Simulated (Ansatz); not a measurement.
**Hf vacancy in HfO2, calculated**

All numbers are calculated (PBEsol, collinear spin, no spin-orbit coupling; Ansatz, PAW set soft_2, 420 eV, k-mesh 2×2×2 shifted by half a step), not measured.

The relaxed host crystal (Kohn–Sham gap 3.97 eV over the whole zone):

```
CELL_PARAMETERS angstrom
5.09568 0.00000 -0.00192
0.00000 5.17706 0.00000
-0.87839 0.00000 5.19689
ATOMIC_POSITIONS crystal
Hf 0.27715 0.45705 0.70818
Hf 0.72285 0.95705 0.79182
Hf 0.72285 0.54295 0.29182
Hf 0.27715 0.04295 0.20818
O 0.44713 0.74182 0.97999
O 0.55287 0.24182 0.52001
O 0.55287 0.25818 0.02001
O 0.44713 0.75818 0.47999
O 0.07123 0.33734 0.34088
O 0.92877 0.83734 0.15912
O 0.92877 0.66266 0.65912
O 0.07123 0.16266 0.84088
```

Supercell of 24 atoms, rows of the matrix [[1,0,1],[-1,1,0],[-1,-1,0]] times the cell vectors; Hf vacancy at (0.277, 0.457, 0.708) in fractions of the cell above. Atoms are relaxed at the host's cell, from a start shaken by 0.03 Å near the defect; charged cells sit in a uniform background. The cell loses 1 of its 8 Hf, so this is a heavily defective crystal.

The defect was relaxed in the charges 0, -1, -4. Distances from the empty Hf site (Å), by shell of the perfect crystal:

| shell | perfect crystal | state A | state B | state C |
| --- | --- | --- | --- | --- |
| 2 O | 2.04 | 2.21 (2.17 to 2.25) | 2.23 (2.20 to 2.27) | 2.19 (2.13 to 2.25) |
| 3 O | 2.14 (2.13 to 2.16) | 2.40 (2.29 to 2.51) | 2.40 (2.30 to 2.53) | 2.41 (2.38 to 2.48) |
| 2 O | 2.23 | 2.40 (2.38 to 2.41) | 2.38 (2.36 to 2.39) | 2.47 (2.42 to 2.51) |

| state | moment of the cell (μB) | gap of the cell on the mesh (eV) | carriers |
| --- | --- | --- | --- |
| A | 3.00 | 0.00 | in a band of the host or near its edge |
| B | 4.00 | 0.02 | in a band of the host or near its edge |
| C | 0.00 | 4.30 | none in the bands |

On this mesh the host's own supercell has a gap of 4.31 eV.

Problem. Which state has which charge?

Solution. A has charge -1; B has charge 0; C has charge -4.

At charges 0 and -1 a carrier lies in a band of the host or at its edge (levels aligned by the semicore states), so it isn't shown to be bound to the defect (semilocal functionals spread carriers too far and can miss a bound one), and no level is taken from those states. At charge 0 the unpaired electrons sit on atoms with moments (μB): 4 O of 0.29 to 0.71. At charge -1 the unpaired electrons sit on atoms with moments (μB): 3 O of 0.44 to 0.62.

No formation energy is given, since the neutral cell holds a carrier in a band.

Caveats: at charge -4: net starting moment lost; semilocal functionals make gaps too small, which shifts levels too; small supercell, so energies and levels can be off by tenths of an eV; one random start near the defect, so other minima are possible.
